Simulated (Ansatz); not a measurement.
ZrO2:

```
CELL_PARAMETERS angstrom
0.00000 2.54507 2.54507
2.54507 0.00000 2.54507
2.54507 2.54507 0.00000
ATOMIC_POSITIONS crystal
Zr 0.00000 0.00000 0.00000
O 0.75000 0.75000 0.75000
O 0.25000 0.25000 0.25000
```

Measurements of this composition are mostly on another form, of space group No. 14.

Program: Ansatz 0.2.0. Alike in all runs: potentials or basis Ansatz PAW; no spin polarisation; cell as given.

Problem. Order these runs on this cell by their pressure, lowest first.
A. level r2SCAN50; k mesh 5 × 5 × 5; cutoff (eV) 500; smearing fermi-dirac 0.05 eV; points for each segment of the path 4; mesh quality coarse
B. level r2SCANh; k mesh 5 × 5 × 5; cutoff (eV) 500; smearing fermi-dirac 0.05 eV; points for each segment of the path 4; mesh quality coarse
C. level RPBE; k mesh 9 × 9 × 9; cutoff (eV) 420; smearing gaussian 0.05 eV; mesh quality not flagged

Solution. A (-8.8 GPa), B (-2.0 GPa), C (8.4 GPa).

Caveats: some runs use coarse meshes; the PAW data sets come from PBE, with cores solved anew for the run's functional, which leaves a small shift of forces and pressure; the thresholds are loose for stress (some runs).

Runs at the PBE level aren't shown here.
